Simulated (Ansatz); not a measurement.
InP, DFT, PBEsol, PAW with Ansatz's default frozen-core files, scalar-relativistic (Ansatz 0.2.0), run on 1 thread of Arm Neoverse V1 on a shared host.

The geometry is COD entry 1538565, unchecked; take it as a test cell. The listed cell was then made from it by scaling, straining or moving an atom.

Command: `ansatz run input.yaml --threads 1 --pin off --max-ram 3072MiB --backend cpu --events-out ev --progress --plain --runs-dir out`

```yaml
crystal:
  lattice:
    - [0.0, 2.76935, 2.855]
    - [2.76935, 0.0, 2.855]
    - [2.76935, 2.76935, 0.0]
  atoms:
    - { symbol: In, position: [0.0, 0.0, 0.0] }
    - { symbol: P, position: [0.5, 0.5, 0.5] }
kpoints:
  mp_grid: { grid: [11, 11, 11] }
scf:
  occupations: { method: fermi_dirac, width: 0.03 }
hamiltonian:
  xc: pbesol
  pseudopotentials: { kind: paw }
output:
  forces: true
  stress: true
  eigenvalues: true
  efg: { contact_densities: true }
  write_density: true
  write_potential: true
  elf: true
  volumetric_format: npy
```

(1) How large is the problem that the program sets up?

(2) Estimate the wall time and the peak memory.

(3) And the same cell and mesh by all-electron PAW (datasets made for this crystal), asked for forces, stress, eigenvalues, efg, on the same hardware?

Results:

(1) 126 irreducible k-points, 869 plane waves at Γ, 13 bands.

(2) 7.8 s of wall time for 6 SCF iterations, with a peak of 0.4 GiB. Times on shared machines scatter by tens of per cent.

(3) 11 s, peak memory 0.53 GiB.
